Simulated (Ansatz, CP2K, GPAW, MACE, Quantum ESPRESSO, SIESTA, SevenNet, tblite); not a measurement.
**Other levels on H-capped AlAs nanowire along [111] (40 atoms)**

The cell holds 40 atoms: 9 Al, 9 As and 22 H. Cell: a = 19.586 Å, b = 16.545 Å, c = 9.805 Å, α = 90.0°, β = 90.0°, γ = 90.0°. It derives from AlAs (zinc-blende). Diamond section of size parameter 4.53 Å cut from zinc-blende AlAs (a = 5.661 Å) along [111], 1 period, broken bonds capped with H, 9 Å of vacuum. Then every atom was moved at random, 0.05 Å r.m.s. a Cartesian component (hydrogen 0.6 of that). Regions: wire, 18 atoms (9 Al and 9 As); hydrogen, 22 atoms (22 H). Vacuum lies along a and b. The structure repeats along c.

Geometry: as built.

The reference, a calculation:

| Property | Result |
| --- | --- |
| method | Kohn-Sham DFT, PBE, SSSP efficiency 1.3.0 pseudopotentials, plane waves (Quantum ESPRESSO 7.5); sssp-pbe-1.3.0-efficiency, cutoffs 45/360 Ry, Γ point |
| r.m.s. force component | 0.7962 eV/Å |
| longest force | 3.657 eV/Å |
| gap (highest filled to lowest empty level) | 3.295 eV |
| time | 2.2 min on 4 MPI ranks of Arm Neoverse V2, shared host |
| CPU time | 8.8 min |

Q: Estimate the differences from the reference, the CPU time and the memory of each run.
- QE PBE+D3(BJ), sssp-1.3.0-efficiency, 45/360 Ry (Quantum ESPRESSO 7.5; 4 MPI ranks)
- SIESTA PBE, DZP, shift 0.01 Ry, mesh 300 Ry (SIESTA 5.4.2; 1 thread)
- SIESTA PBE, DZP, shift 0.002 Ry, mesh 300 Ry (SIESTA 5.4.2; 1 thread)
- GPAW PBE, LCAO szp(dzp), h 0.2 Å (GPAW 26.7.0; 1 thread)
- MACE MPA-0 medium potential (MACE MPA-0 medium; 1 thread)
- QE PBE, sssp-1.3.0-efficiency, 30/240 Ry (Quantum ESPRESSO 7.5; 4 MPI ranks)
- CP2K PBE, SZV-MOLOPT-SR, 450/50 Ry, diagonalisation (CP2K 2026.2; 1 thread)
- CP2K PBE, DZVP-MOLOPT-SR, 450/50 Ry, diagonalisation (CP2K 2026.2; 1 thread)
- CP2K PBE, DZVP-UZH, 450/50 Ry, diagonalisation (CP2K 2026.2; 2 threads)
- tblite GFN2-xTB (tblite 0.8.0; 1 thread)

Differences are against the plane-wave reference, forces as r.m.s. over components; share is that over the reference's r.m.s. force, slope the least-squares factor from reference forces to these. Total energies of different programs have different zeros and aren't compared.

```csv
run,"Δ force, r.m.s. (meV/Å)",share (%),slope,Δ gap (eV),cores,CPU time,memory (GiB)
reference,-,-,-,-,4,8.8 min,4.8
"QE PBE+D3(BJ), sssp-1.3.0-efficiency, 45/360 Ry",26.8,3.37,0.998,0,4,8.7 min,4.9
"SIESTA PBE, DZP, shift 0.01 Ry, mesh 300 Ry",51.1,6.42,1.039,0.263,1,84 s,0.95
"SIESTA PBE, DZP, shift 0.002 Ry, mesh 300 Ry",98.5,12.4,1.042,0.214,1,2.6 min,1.2
"GPAW PBE, LCAO szp(dzp), h 0.2 Å (coarse)",461,57.9,1.019,0.109,1,29 s,1.2
MACE MPA-0 medium potential,167,21.0,1.006,-,1,6.2 s,0.69
"QE PBE, sssp-1.3.0-efficiency, 30/240 Ry (coarse)",6.88,0.864,0.999,0.0019,4,5.8 min,2.8
"CP2K PBE, SZV-MOLOPT-SR, 450/50 Ry, diagonalisation (coarse)",373,46.8,1.187,1.26,1,3.3 min,4.5
"CP2K PBE, DZVP-MOLOPT-SR, 450/50 Ry, diagonalisation",83.0,10.4,1.029,0.199,1,3.8 min,4.5
"CP2K PBE, DZVP-UZH, 450/50 Ry, diagonalisation",38.8,4.88,0.997,0.0506,2,4.5 min,4.6
tblite GFN2-xTB,281,35.3,0.723,-,1,1.1 s,0.19
```

Rows marked coarse were listed beforehand as settings not expected to be converged; some can still land near the reference.

Times of the machine-learned potentials are mostly Python's start and the loading of weights.

CPU time is summed over cores on a shared host, where runs went side by side, so it is rough. Symmetry, cutoffs, thresholds, outputs and thread counts weren't matched or tuned between programs; memory under MPI is the largest rank's times the ranks.

The PBE runs in local orbitals, coarse settings apart, differ by 4.9 % (CP2K PBE, DZVP-UZH, 450/50 Ry, diagonalisation) to 12 % (SIESTA PBE, DZP, shift 0.002 Ry, mesh 300 Ry); basis, grid and potentials can all enter. Tight binding differs by 35 % (tblite GFN2-xTB); it is another model, with fitted parameters of its own, and the xTB methods hold dispersion. Machine-learned potentials differ by 21 % (MACE MPA-0 medium potential); they were trained on other programs' data. In the reference's own program, potentials and cutoffs, a change of model alone moves forces by 3.4 % (QE PBE+D3(BJ), sssp-1.3.0-efficiency, 45/360 Ry). Periodic xTB results under one method name differ between programs and library versions. Machine-learned potentials mimic data converged in k, so the reference's own k-point error enters their differences. Caps of real hydrogen don't mimic the fractional bonds of a polar compound, so surface states and strained caps may belong to the model. The electronic-structure runs sample only Γ, in a cell whose periodic width is 10 Å.

[Logs are printed without paths, hosts, clocks, repeated set-up lines and the standing remarks that a program may print on its own settings, such as how far it seeks lower states.]

[Hosts, paths, dates, database ids (printed as entryN), source tags and the programs' standing remarks are cut or masked in the printed files.]
